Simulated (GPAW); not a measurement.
GaSb:

```
CELL_PARAMETERS angstrom
0.00000 3.05900 3.05900
3.05900 0.00000 3.05900
3.05900 3.05900 0.00000
ATOMIC_POSITIONS crystal
Sb 0.75000 0.75000 0.75000
Ga 0.00000 0.00000 0.00000
```

Base run:

```yaml
Program: GPAW 26.7.0
Functional: PBEsol
Potentials_or_basis: PAW data sets generated in the run's folder for this functional
Cutoff: 600 eV
Basis: pw
k_mesh: 8 × 8 × 8
Occupations: fermi-dirac, width 0.05 eV
Spin: no spin polarisation
```

Its results: pressure -0.1 GPa.

**Question.** After a change of settings the same cell gave: pressure 5.2 GPa. Which change was it?
A. functional from PBEsol to RPBE; potentials or basis from PAW data sets generated in the run's folder for this functional to the program's PAW data sets (release 1.2.1) made for this functional
B. functional from PBEsol to r2SCAN; potentials or basis from PAW data sets generated in the run's folder for this functional to GPAW PAW data sets (gpaw-data 1.2.1)
C. functional from PBEsol to BLYP
D. functional from PBEsol to revPBE; potentials or basis from PAW data sets generated in the run's folder for this functional to the program's PAW data sets (release 1.2.1) made for this functional

**Answer.** C.

BLYP binds less tightly than PBEsol, so the same cell stands under more pressure.

Runs at the PBE level aren't shown here.
